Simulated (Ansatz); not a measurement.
System: chalcopyrite CuInS2. Method: PBE-D3(BJ) in Ansatz (plane waves, PAW).

Settings: plane-wave cutoff 520 eV, 10×10×10 k mesh, Fermi–Dirac smearing 0.01 eV, no spin polarisation, scalar-relativistic PAW data made under PBE.

Energies at three volumes about the minimum:

```tsv
V (Å³/atom)	E − E_lowest (meV/atom)
20.595	1.97
21.015	0.00
21.435	1.84
```

Question: Fit a parabola by hand: where is the minimum, and what is the bulk modulus?

Answer: Slopes: (0.00 − 1.97)/(21.015 − 20.595) = -4.690 and (1.84 − 0.00)/(21.435 − 21.015) = 4.381 meV/Å³. Curvature E″ = 2 × (4.381 − (-4.690))/(21.435 − 20.595) = 21.598 meV/Å⁶. From the middle of the first interval, the slope vanishes at V0 = 20.8050 − (-4.690)/21.598 = 21.022 Å³/atom. B = V0 E″ = 21.022 × 21.598 meV/Å³ × 0.1602 GPa per meV/Å³ = 72.7 GPa. The full Birch–Murnaghan fit to all volumes gives V0 = 21.014 Å³/atom and B0 = 72.6 GPa.

Shape and atoms are relaxed at each volume.

Note: the bulk modulus comes from volumes at which shape and atoms were relaxed.

Ansatz is a quantum-chemistry and plane-wave program.
